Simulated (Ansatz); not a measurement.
**SnO: the cell at several levels of theory**

How does the equilibrium cell of SnO built on the zincblende prototype depend on the functional? It is relaxed with PBE, r2SCAN, PBEsol, LDA and HSE06. This is a trial cell built on a prototype, not taken from a measured structure, and it needn't be the compound's ground state.

The runs shown are made with Ansatz 0.2.0. PAW datasets, plane waves, zero pressure. These are computed values for a spin-unpolarised cell that may be hypothetical; none is a measurement.

1 further run of the same task is left out (for a known fault of the program).

## (1) The system as given

This is the cell as the run starts from it, not yet at rest; its lengths are not the crystal's.

It is cubic, F-43m (No. 216); conventional cell a = 4.427 Å, 10.84 Å³ an atom. Sn has 4 O at 1.92 Å; O has 4 Sn at 1.92 Å.

Structure file:

```cif
data_structure
_symmetry_space_group_name_H-M 'P 1'
_symmetry_Int_Tables_number 1
_cell_length_a 3.1301
_cell_length_b 3.1301
_cell_length_c 3.1301
_cell_angle_alpha 60.000
_cell_angle_beta 60.000
_cell_angle_gamma 60.000
_cell_volume 21.69
loop_
_atom_site_label
_atom_site_type_symbol
_atom_site_fract_x
_atom_site_fract_y
_atom_site_fract_z
_atom_site_occupancy
Sn1 Sn 0.00000 0.00000 0.00000 1
O1 O 0.25000 0.25000 0.25000 1
```

## (2) Relaxation with PBE

Input file input.yaml:

```yaml
crystal:
  lattice:
    - [0.0, 2.213329992, 2.213329992]
    - [2.213329992, 0.0, 2.213329992]
    - [2.213329992, 2.213329992, 0.0]
  atoms:
    - { symbol: Sn, position: [0.0, 0.0, 0.0] }
    - { symbol: O, position: [0.25, 0.25, 0.25] }
kpoints:
  mp_grid: { grid: [10, 10, 10] }
hamiltonian:
  xc: pbe
scf:
  occupations: { method: fermi_dirac, width: 0.02 }
relax:
  f_tol: 0.005
  cell: {}
output:
  write_density: true
  write_potential: true
  elf: true
  volumetric_format: npy
```

The run is started by

```bash
> ansatz run input.yaml --threads 2 --pin off --max-ram 2211MiB --backend cpu --events-out ev --progress --plain --runs-dir out
```

Further steps of the session: r2SCAN: cell and atoms; PBEsol: cell and atoms; LDA: cell and atoms; Relaxation with HSE06.

Before running it: what results should come out? Wanted: for each run, a; volume; space group; SCF geometries.

As calculated:

```
 level  a (Å)  volume (Å³/atom)  space group  SCF geometries
   PBE  5.477            20.539        F-43m              14
r2SCAN  5.416            19.863        F-43m               4
PBEsol  5.375            19.409        F-43m               6
   LDA  5.317            18.795        F-43m               6
 HSE06  5.424            19.943        F-43m               4
```

The first relaxation changed the volume by +89.4 % from the start. The volume runs from LDA (least) to PBE (most), a spread of 9.3 %, or 3.0 % in length if all axes shared it alike. The meshes differ: PBE 10×10×10, r2SCAN 8×8×8, PBEsol 8×8×8, LDA 8×8×8, HSE06 6×6×6.
